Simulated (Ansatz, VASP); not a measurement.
## SrCl2 in VASP and in Ansatz

```
CELL_PARAMETERS angstrom
2.45672 1.41839 4.01532
-2.45672 1.41839 4.01532
0.00000 -2.83678 4.01532
ATOMIC_POSITIONS crystal
Sr 0.00000 0.00000 0.00000
Cl 0.24995 0.24995 0.24995
Cl 0.75005 0.75005 0.75005
```

Alike in both runs: task single point; functional PBE; k mesh 4 × 4 × 4; no spin polarisation.

|  | VASP | Ansatz |
| --- | --- | --- |
| version | VASP 6.6.1 | Ansatz 0.2.0 |
| potentials or method | VASP PAW PBE potentials, release 64 (Sr_sv, Cl) | plane waves |
| plane-wave cutoff (eV) | 520 | 600 |
| occupations | gaussian, width 0.01 eV | fixed |
| valence electrons in the cell | 24 | 24 |

Ansatz gave:

* gap on the k mesh at the Fermi level (eV): 5.39
* pressure (GPa): 1.4

Task: What did VASP give for the same quantities?

Result: gap on the k mesh at the Fermi level (eV): 5.38; pressure (GPa): 1.5.

A k mesh can miss the band edges.
